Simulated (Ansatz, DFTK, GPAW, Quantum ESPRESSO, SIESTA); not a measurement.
TiC: programs and potentials compared

```
Ti C
1.0
     0.00000    2.16572    2.16572
     2.16572    0.00000    2.16572
     2.16572    2.16572    0.00000
Ti C
1 1
Direct
  0.00000 0.00000 0.00000
  0.50000 0.50000 0.50000
```

The cell is a database's computed one, not the measured one.

Alike in all runs: task band structure; functional PBEsol; k mesh 11 × 11 × 11; occupations fermi-dirac, width 0.05 eV; no spin polarisation; no spin-orbit coupling. Pressure is positive in compression and, in plane waves, holds the error of the finite cutoff, which Ansatz's Pulay term estimates and takes out.

| program and potentials | plane-wave cutoff (eV) | notes | pressure (GPa) |
| --- | --- | --- | --- |
| Quantum ESPRESSO, PseudoDojo 0.4 SR PBEsol stringent | 1143 | - | -6.52 |
| DFTK, SPMS 1.0 (PBE) | 1225 | potentials made for PBE | ? |
| Ansatz, all-electron LAPW, scalar-relativistic | - | - | -6.74 |
| Ansatz, PAW datasets made for the crystal | 340 | - | -6.74 |
| GPAW, PAW data sets generated for this functional | 800 | - | -5.85 |
| Quantum ESPRESSO, GBRV 1.5 PBEsol | 612 | - | -6.76 |
| SIESTA, files PseudoDojo sr-pbesol-0.4.1-standard, DZP (energy shift 0.003 Ry; two zetas on semicore shells) | - | atomic basis | -5.37 |

**Question.** Estimate from the other rows what the run with DFTK, SPMS 1.0 (PBE) gave.

**Answer.** Pressure -6.39 GPa. The other rows, which needn't bracket it: pressure -6.76 to -5.37.
